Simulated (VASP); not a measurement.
# Na (Im-3m) in VASP: single point with PBE

Aim: the single point of Na with PBE.

All numbers are computed with VASP 6.6.1; they aren't measurements. Logs are shortened: lines on timing, memory, paths and dates and some standing lists are left out, and cuts for length are marked.

## Step 1: The cell of the first run

Symmetry: Im-3m, No. 229, cubic system. Conventional cell: a = 4.820 Å, b = 4.820 Å, c = 4.820 Å, α = 90.00°, β = 90.00°, γ = 90.00°. Around Na (site symmetry m-3m) lie 8 Na at 4.17 Å.

## Step 2: Single point, PBE (Cs replaced by Na, lengths x 0.808, strained and moved within the space group)

Input file INCAR:

```
SYSTEM = Na
PREC     = Accurate       ! precision mode
ENCUT    = 520            ! plane-wave cutoff, eV
EDIFF    = 1E-6           ! SCF threshold, eV
ISMEAR   = 0              ! smearing method
SIGMA    = 0.1            ! smearing width, eV
LREAL    = .False.        ! projectors in reciprocal space
LASPH    = .True.         ! aspherical terms in the spheres
NELM     = 80             ! most SCF steps
ALGO     = Normal         ! electronic algorithm
ISIF     = 2              ! what is computed and relaxed
LWAVE    = .False.        ! write WAVECAR
LCHARG   = .False.        ! write CHGCAR
GGA      = PE             ! functional
NBANDS   = 10             ! bands
```

Input file KPOINTS:

```
Automatic mesh
0
Gamma
  12 12 12
  0 0 0
```

Input file POSCAR:

```
Na
1.0
   -2.4100169829      2.4100169829      2.4100169829
    2.4100169829     -2.4100169829      2.4100169829
    2.4100169829      2.4100169829     -2.4100169829
Na
1
Direct
    0.0000000000      0.0000000000      0.0000000000
```

Potentials or basis: VASP PAW PBE potentials, release 64 (Na_pv).

The run is started by

```sh
$ cat potpaw_PBE.64/Na_pv/POTCAR > POTCAR
$ mpirun -np 1 vasp_std > vasp.out
```

OUTCAR:

```text
SYSTEM = Na
   PREC = Accurate
   ENCUT = 520
   EDIFF = 1E-6
   ISMEAR = 0
   LREAL = .False.
   LASPH = .True.
   NELM = 80
   ISIF = 2
   GGA = PE

 ion  position               nearest neighbor table
   1  0.000  0.000  0.000-

  LATTYP: Found a body centered cubic cell.
 ALAT       =     4.8200339658

  Lattice vectors:

 A1 = (  -2.4100169829,   2.4100169829,   2.4100169829)
 A2 = (   2.4100169829,  -2.4100169829,   2.4100169829)
 A3 = (   2.4100169829,   2.4100169829,  -2.4100169829)

Analysis of symmetry for initial positions (statically):
=====================================================================
 Subroutine PRICEL returns:
 Original cell was already a primitive cell.

 Routine SETGRP: Setting up the symmetry group for a
 body centered cubic supercell.

 Subroutine GETGRP returns: Found 48 space group operations
 (whereof 48 operations were pure point group operations)
 out of a pool of 48 trial point group operations.

The static configuration has the point symmetry O_h .

Analysis of symmetry for dynamics (positions and initial velocities):
=====================================================================
 Subroutine PRICEL returns:
 Original cell was already a primitive cell.

 Routine SETGRP: Setting up the symmetry group for a
 body centered cubic supercell.

 Subroutine GETGRP returns: Found 48 space group operations
 (whereof 48 operations were pure point group operations)
 out of a pool of 48 trial point group operations.

The dynamic configuration has the point symmetry O_h .

 Subroutine INISYM returns: Found 48 space group operations
 (whereof 48 operations are pure point group operations),
 and found     1 'primitive' translations

----------------------------------------------------------------------------------------

                                     Primitive cell

  volume of cell :      55.9913

  direct lattice vectors                    reciprocal lattice vectors
    -2.410016983  2.410016983  2.410016983     0.000000000  0.207467418  0.207467418
     2.410016983 -2.410016983  2.410016983     0.207467418  0.000000000  0.207467418
     2.410016983  2.410016983 -2.410016983     0.207467418  0.207467418  0.000000000

  length of vectors
     4.174271861  4.174271861  4.174271861     0.293403236  0.293403236  0.293403236

  position of ions in fractional coordinates (direct lattice)
     0.000000000  0.000000000  0.000000000

  ion indices of the primitive-cell ions
   primitive index   ion index
                 1           1

----------------------------------------------------------------------------------------

 KPOINTS: Automatic mesh

Automatic generation of k-mesh.
 Grid dimensions read from file:
 generate k-points for:   12   12   12

 Generating k-lattice:

  Cartesian coordinates                     Fractional coordinates (reciprocal lattice)
     0.000000000  0.017288951  0.017288951     0.083333333  0.000000000  0.000000000
     0.017288951  0.000000000  0.017288951     0.000000000  0.083333333  0.000000000
     0.017288951  0.017288951  0.000000000     0.000000000  0.000000000  0.083333333

  Length of vectors
     0.024450270  0.024450270  0.024450270

  Shift w.r.t. Gamma in fractional coordinates (k-lattice)
     0.000000000  0.000000000  0.000000000

 Subroutine IBZKPT returns following result:
 ===========================================

 Found     72 irreducible k-points:

 Following reciprocal coordinates:
            Coordinates               Weight
  0.000000  0.000000  0.000000      1.000000
  0.083333  0.000000  0.000000     12.000000
  0.166667  0.000000  0.000000     12.000000
  0.250000  0.000000  0.000000     12.000000
  0.333333  0.000000  0.000000     12.000000
  0.416667  0.000000  0.000000     12.000000
[... 16 lines left out ...]
  0.333333  0.083333  0.083333     24.000000
  0.416667  0.083333  0.083333     12.000000
 [... further k-points ...]
   k-points           NKPTS =     72   k-points in BZ     NKDIM =     72   number of bands    NBANDS=     10
   number of dos      NEDOS =    301   number of ions     NIONS =      1
   total plane-waves  NPLWV =  32768
   dimension x,y,z NGX =    32 NGY =   32 NGZ =   32
   dimension x,y,z NGXF=    64 NGYF=   64 NGZF=   64
   ions per type =               1
   NGX,Y,Z   is equivalent  to a cutoff of  12.74, 12.74, 12.74 a.u.
   NGXF,Y,Z  is equivalent  to a cutoff of  25.49, 25.49, 25.49 a.u.
 SYSTEM =  Na
   PREC   = accura    normal or accurate (medium, high low for compatibility)
   ISTART =      0    job   : 0-new  1-cont  2-samecut
   ICHARG =      2    charge: 1-file 2-atom 10-const
   ISPIN  =      1    spin polarized calculation?
   LNONCOLLINEAR =      F non collinear calculations
   LSORBIT =      F    spin-orbit coupling
   LASPH  =      T    aspherical Exc in radial PAW
   ENCUT  =  520.0 eV  38.22 Ry    6.18 a.u.   7.76  7.76  7.76*2*pi/ulx,y,z
   NELM   =     80;   NELMIN=  2; NELMDL= -5     # of ELM steps
   EDIFF  = 0.1E-05   stopping-criterion for ELM
   LREAL  =      F    real-space projection
   EDIFFG = 0.1E-04   stopping-criterion for IOM
   NSW    =      0    number of steps for IOM
   IBRION =     -1    ionic relax: 0-MD 1-quasi-New 2-CG
   NFREE  =      0    steps in history (QN), initial steepest desc. (CG)
   ISIF   =      2    stress and relaxation
   ISYM   =      2    0-nonsym 1-usesym 2-fastsym
   POTIM  = 0.5000    time-step for ionic-motion
   TEBEG  =    0.0;   TEEND  =   0.0 temperature during run
   PSTRESS=    0.0 pullay stress
   NELECT =       7.0000    total number of electrons
   NUPDOWN=      -1.0000    fix difference up-down
   EMIN   =  10.00;   EMAX   =-10.00  energy-range for DOS
   EFERMI =   0.00;   METHOD = LEGACY
   ISMEAR =     0;   SIGMA  =   0.10  broadening in eV -4-tet -1-fermi 0-gaus
   EFERMI_NEDOS =   21; number of points for ismear=-14 and -15
   IALGO  =     38    algorithm
   IMIX   =      4    mixing-type and parameters
     AMIX     =   0.40;   BMIX     =  1.00
     AMIX_MAG =   1.60;   BMIX_MAG =  1.00
  volume/ion in A,a.u.               =      55.99       377.85
  Fermi-wavevector in a.u.,A,eV,Ry     =   0.818592  1.546914  9.117163  0.670093
  Thomas-Fermi vector in A             =   1.929246
   LORBIT       =      0    0 simple, 1 ext, 2 COOP (PROOUT), +10 PAW based schemes
   GGA     = PE    functional components
   LHFCALC =     F    Hartree Fock is set to
   AEXX    =    0.0000 exact exchange contribution
   IVDW    =     0    specifies the selected vdW correction
   LEPSILON=     F    determine dielectric tensor
   LRPA    =     F    only Hartree local field effects (RPA)
 non-spin polarized calculation
 Gauss-broadening in eV      SIGMA  =   0.10
  energy-cutoff  :      520.00
  volume of cell :       55.99
 maximum number of plane-waves:      1521
   NGX = 15   NGY = 15   NGZ = 15

 number of electron       7.0000009 magnetization

 Free energy of the ion-electron system (eV)
  ---------------------------------------------------
  ext. energy  EPLUGINS =         0.00000000
  ---------------------------------------------------
  free energy    TOTEN  =        -1.18820189 eV

  energy without entropy =       -1.18392821  energy(sigma->0) =       -1.18606505

 E-fermi :  -0.6553     XC(G=0):  -5.5244

 val. band max:       -0.6856984029   @ k =  -0.3333   0.4167   0.1667
 cond. band min:      -0.5965684115   @ k =   0.3333   0.1667   0.0000
 fundamental gap:      0.0891299914
 Fermi energy:        -0.6552905239

 k-point     1 :       0.0000    0.0000    0.0000
  band No.  band energies     occupation
      1     -25.9284      2.00000
      2     -25.9284      2.00000
      3     -25.9284      2.00000
      4      -3.1336      2.00000
      5       8.6868      0.00000
      6       8.6868      0.00000
      7       8.6868      0.00000
      8       9.2347      0.00000
      9       9.2348      0.00000
     10       9.2349      0.00000

 k-point     2 :       0.0833    0.0000    0.0000
  band No.  band energies     occupation
      1     -25.9289      2.00000
      2     -25.9286      2.00000
      3     -25.9284      2.00000
      4      -3.0416      2.00000
      5       7.3793      0.00000
      6       8.0469      0.00000
      7       8.1483      0.00000
      8       8.5709      0.00000
      9       8.8955      0.00000
     10       9.5218      0.00000

 k-point     3 :       0.1667    0.0000    0.0000
  band No.  band energies     occupation
      1     -25.9302      2.00000
      2     -25.9291      2.00000
      3     -25.9284      2.00000
      4      -2.7665      2.00000
      5       5.6578      0.00000
      6       7.3526      0.00000
      7       7.4154      0.00000
      8       7.8374      0.00000
      9       8.3374      0.00000
     10       9.8739      0.00000

 k-point     4 :       0.2500    0.0000    0.0000
  band No.  band energies     occupation
      1     -25.9321      2.00000
      2     -25.9298      2.00000
      3     -25.9284      2.00000
      4      -2.3099      2.00000
      5       4.0452      0.00000
      6       6.8065      0.00000
      7       6.8130      0.00000
      8       7.2568      0.00000
      9       7.8203      0.00000
     10      10.2372      0.00000

 k-point     5 :       0.3333    0.0000    0.0000
  band No.  band energies     occupation
      1     -25.9339      2.00000
      2     -25.9304      2.00000
      3     -25.9284      2.00000
      4      -1.6747      2.00000
      5       2.5784      0.00000
      6       6.3761      0.00000
      7       6.4163      0.00000
      8       6.8406      0.00000
      9       7.4157      0.00000
     10      10.7858      0.00000

 k-point     6 :       0.4167    0.0000    0.0000
  band No.  band energies     occupation
      1     -25.9352      2.00000
      2     -25.9309      2.00000
      3     -25.9283      2.00000
      4      -0.8648      1.99695
      5       1.2683      0.00000
      6       6.1124      0.00000
      7       6.1824      0.00000
      8       6.5907      0.00000
      9       7.1616      0.00000
     10      11.4766      0.00000
[... 183 lines left out ...]
 k-point    21 :       0.1667    0.0833    0.0833
  band No.  band energies     occupation
      1     -25.9327      2.00000
      2     -25.9295      2.00000
      3     -25.9288      2.00000
      4      -2.1279      2.00000
      5       4.2026      0.00000
      6       5.1273      0.00000
      7       5.4178      0.00000
      8       9.2531      0.00000
      9       9.4210      0.00000
     10      10.3763      0.00000

 k-point    22 :       0.2500    0.0833    0.0833
  band No.  band energies     occupation
      1     -25.9340      2.00000
      2     -25.9303      2.00000
      3     -25.9288      2.00000
      4      -1.4941      2.00000
      5       2.7481      0.00000
      6       4.6969      0.00000
      7       4.9906      0.00000
      8       8.8528      0.00000
      9       9.0958      0.00000
     10      10.9411      0.00000

 k-point    23 :       0.3333    0.0833    0.0833
  band No.  band energies     occupation
      1     -25.9349      2.00000
      2     -25.9310      2.00000
      3     -25.9288      2.00000
      4      -0.6859      1.33491
      5       1.4431      0.00000
      6       4.4384      0.00000
      7       4.7344      0.00000
      8       8.6038      0.00000
      9       8.8784      0.00000
     10      11.6324      0.00000

 k-point    24 :       0.4167    0.0833    0.0833
  band No.  band energies     occupation
      1     -25.9352      2.00000
      2     -25.9313      2.00000
      3     -25.9288      2.00000
      4       0.2358      0.00000
      5       0.3553      0.00000
      6       4.3522      0.00000
      7       4.6489      0.00000
      8       8.5201      0.00000
      9       8.8033      0.00000
     10      12.2330      0.00000

 [... further k-points ...]

------------------------ aborting loop because EDIFF is reached ----------------------------------------

  FORCE on cell =-STRESS in cart. coord.  units (eV):
  Direction    XX          YY          ZZ          XY          YZ          ZX
  --------------------------------------------------------------------------------------
  -------------------------------------------------------------------------------------
  Total       -0.5269475     -0.5269475     -0.5269475     -0.0000000      0.0000000     -0.0000000
  in kB      -15.0784818    -15.0784818    -15.0784818     -0.0000000      0.0000000     -0.0000000
  external PRESSURE =     -15.0784818 kB  Pullay stress =       0.0000000 kB

 VOLUME and BASIS-vectors are now :
 -----------------------------------------------------------------------------
  energy-cutoff  :      520.00
  volume of cell :       55.99
      direct lattice vectors                 reciprocal lattice vectors
    -2.410016983  2.410016983  2.410016983     0.000000000  0.207467418  0.207467418
     2.410016983 -2.410016983  2.410016983     0.207467418  0.000000000  0.207467418
     2.410016983  2.410016983 -2.410016983     0.207467418  0.207467418  0.000000000

 POSITION                                       TOTAL-FORCE (eV/Angst)
 -----------------------------------------------------------------------------------
      0.00000      0.00000      0.00000         0.000000      0.000000      0.000000
 -----------------------------------------------------------------------------------
    total drift:                               -0.000000      0.000000     -0.000000

  FREE ENERGIE OF THE ION-ELECTRON SYSTEM (eV)
  ---------------------------------------------------
  free  energy   TOTEN  =        -1.1882018910 eV

  energy  without entropy=       -1.1839282094  energy(sigma->0) =       -1.18606505
```

It took 7.4 s on 1 thread of Intel Xeon 6975P-C (Granite Rapids), shared host; peak memory 0.18 GiB.

What came out:

```yaml
Free_energy: -1.1882 eV
Pressure: -1.5 GPa
Band_gap_on_the_k_mesh: none (metal or under the smearing width)
```

Levels at points of the mesh, in eV from the Fermi level:
| k point | band 1 | band 2 | band 3 | band 4 | band 5 | band 6 |
| --- | --- | --- | --- | --- | --- | --- |
| (0.00, 0.00, 0.00) | -25.27 | -25.27 | -25.27 | -2.48 | 9.34 | 9.34 |
| (0.50, 0.00, 0.00) | -25.28 | -25.28 | -25.27 | 0.72 | 0.83 | 6.68 |
| (0.50, 0.50, 0.50) | -25.28 | -25.28 | -25.28 | 3.72 | 3.72 | 3.72 |
